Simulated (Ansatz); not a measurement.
Input of an Ansatz 0.2.0 run:

File input.yaml:

```yaml
crystal:
  lattice:
    - [0.0, 2.8338, 2.8338]
    - [2.8338, 0.0, 2.8338]
    - [2.8338, 2.8338, 0.0]
  atoms:
    - { symbol: Se, position: [0.75, 0.75, 0.75] }
    - { symbol: Zn, position: [0.0, 0.0, 0.0] }
hamiltonian:
  xc: revpbe
  pseudopotentials: { kind: paw }
kpoints:
  mp_grid: { grid: [8, 8, 8] }
scf:
  occupations: { method: fermi_dirac, width: 0.05 }
output:
  forces: true
  stress: true
relax:
  f_tol: 0.01
  max_steps: 40
  cell: { stress_tol: 0.05 }
```

Potentials or basis: Ansatz PAW.

The run is started by

```console
$ ansatz run input.yaml --threads 2 --pin off --max-ram 5632MiB --backend cpu --events-out ev --progress --plain --runs-dir out
```

Task: Predict the relaxed volume.

Result: 24.23 Å³/atom.

Task: Estimate the relaxed cell.

Result: a = 4.092 Å, b = 4.092 Å, c = 4.092 Å, α = 60.00°, β = 60.00°, γ = 60.00°.

Task: Predict the space group after relaxing (to 0.05 Å).

Result: F-43m (No. 216).

Task: Predict the band gap on the k mesh.

Result: 1.17 eV.

Step by step:
| step | energy change (eV) | largest force (eV/Å) | volume (Å³) |
| --- | --- | --- | --- |
| 1 | 0.0000 | 0.0000 | 45.51 |
| 2 | -0.0290 | 0.0000 | 47.59 |
| 3 | -0.0313 | 0.0000 | 48.36 |
| 4 | -0.0313 | 0.0000 | 48.45 |
| 5 | -0.0323 | 0.0000 | 48.45 |

Caveat: the plane-wave basis is chosen anew once the cell has moved, so the energies of steps on either side of that aren't comparable; the PAW data sets come from PBE, with cores solved anew for the run's functional, which leaves a small shift of forces and pressure. revPBE gives volumes clearly too large for solids.
